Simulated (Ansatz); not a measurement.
Ansatz input file:

```yaml
crystal:
  lattice:
    - [0.0543094, 2.7176695307, 2.7176695307]
    - [2.7176695307, 0.0543094, 2.7176695307]
    - [2.7176695307, 2.7176695307, 0.0543094]
  atoms:
    - { symbol: Si, position: [0.4968107716, 0.4968107716, 0.4968107716] }
    - { symbol: Si, position: [0.7531892284, 0.7531892284, 0.7531892284] }
basis:
  ecutwfc: 420
kpoints:
  mp_grid: { grid: [10, 10, 10] }
hamiltonian:
  xc: pbe
scf:
  occupations: { method: gaussian, width: 0.02 }
output:
  forces: true
  stress: true
  eigenvalues: true
```

Command:
```bash
ansatz run input.yaml --threads 1 --pin off --max-ram 1331MiB --backend cpu --events-out ev --progress --plain --runs-dir out
```

Theory: Ansatz, DFT PBE, scalar-relativistic, plane waves, PAW.

Abridged output (iterations and final results):

```
SCF iter   1: F=—  HF=-1271.529776 eV  |F-HF|=—  |Δ(HF+E_count)|=         —  Δρ=9.89e-4  dr2=2.33e-4  ethr=1.77e-3  ⟨swp⟩=6.3  Hψ=8498  notcnv=0
SCF iter   2: F=—  HF=-1271.530133 eV  |F-HF|=—  |Δ(HF+E_count)|=   3.57e-4  Δρ=4.25e-4  dr2=3.83e-5  ethr=2.92e-6  ⟨swp⟩=2.2  Hψ=2481  notcnv=0
SCF iter   3: F=—  HF=-1271.530181 eV  |F-HF|=—  |Δ(HF+E_count)|=   4.78e-5  Δρ=9.71e-5  dr2=2.14e-6  ethr=4.79e-7  ⟨swp⟩=2.7  Hψ=1392  notcnv=0
SCF iter   4: F=—  HF=-1271.530182 eV  |F-HF|=—  |Δ(HF+E_count)|=   1.61e-6  Δρ=3.30e-5  dr2=2.70e-7  ethr=2.67e-8  ⟨swp⟩=2.0  Hψ=1392  notcnv=0
SCF iter   5: F=-1271.530182 eV  HF=-1271.530182 eV  |F-HF|=4.10e-10  |Δ(HF+E_count)|=   1.48e-7  Δρ=1.93e-6  dr2=1.50e-9  ethr=3.37e-9  ⟨swp⟩=2.8  Hψ=1426  notcnv=0
SCF iter   6: F=-1271.530182 eV  HF=-1271.530182 eV  |F-HF|=3.59e-11  |Δ(HF+E_count)|=  1.01e-10  Δρ=2.94e-7  dr2=1.58e-11  ethr=1.87e-11  ⟨swp⟩=1.0  Hψ=2784  notcnv=0
SCF 1 converged in 6 iterations: F = -1271.530182 eV  dr2 = 1.58e-11
SCF converged after 6 iterations
Free energy (F): -1271.530182 eV
Harris-Foulkes:  -1271.530182 eV  (|F-HF|=3.59e-11)
Internal energy: -1271.530182 eV  (E = F + TS)
E sigma→0 (E₀):  -1271.530182 eV
Fermi energy:    6.928695 eV
--- Per-component energies (eV) ---
  E_band       = 10.964150
  E_kinetic    = 81.889917
  E_local      = -53.599818  (includes V_loc(G=0)·N_el)
  E_nonlocal   = 52.507418
  E_hartree    = 14.704568
  E_xc         = -110.891353
  E_vxc        = -94.155106  (∫ρ·V_xc dr)
  E_paw        = -1025.735098  (= ΣΔE_a)
  E_vpaw       = -5.087409  (= ΣTr[D̂ρ^β])
  E_aug_tail   = 0.000012  (compensation charges beyond the density's cutoff)
  E_ewald      = -230.405829
  E_smearing   =  0.000000  (= −TS)
--- Forces (eV/Å), atoms counted from 1 ---
  atom   1  Si     0.61934919     0.61934919     0.61934919
  atom   2  Si    -0.61934919    -0.61934919    -0.61934919
--- Stress (GPa, compression-positive) ---
        5.494923      -3.488455      -3.488455
       -3.488455       5.494923      -3.488455
       -3.488455      -3.488455       5.494923
  P = ⅓ Tr σ = 5.4949 GPa (54.949 kbar)
--- Band table (eV; the first three rows and the last of 116) ---
  k-point 0: bands = ["-5.6468", "6.3807", "6.3807", "6.8067", "8.5241", "9.3268", "9.3268", "10.2869"]
  k-point 1: bands = ["-5.5097", "5.3216", "6.1717", "6.5216", "8.7884", "9.3797", "9.6577", "11.1558"]
  k-point 2: bands = ["-5.1042", "3.4572", "5.7641", "6.0862", "8.7335", "9.6124", "10.2582", "12.8371"]
  k-point 115: bands = ["-3.5552", "-0.2965", "5.3731", "5.3731", "8.3990", "9.8497", "9.8497", "14.3907"]
```

Self-consistency was reached.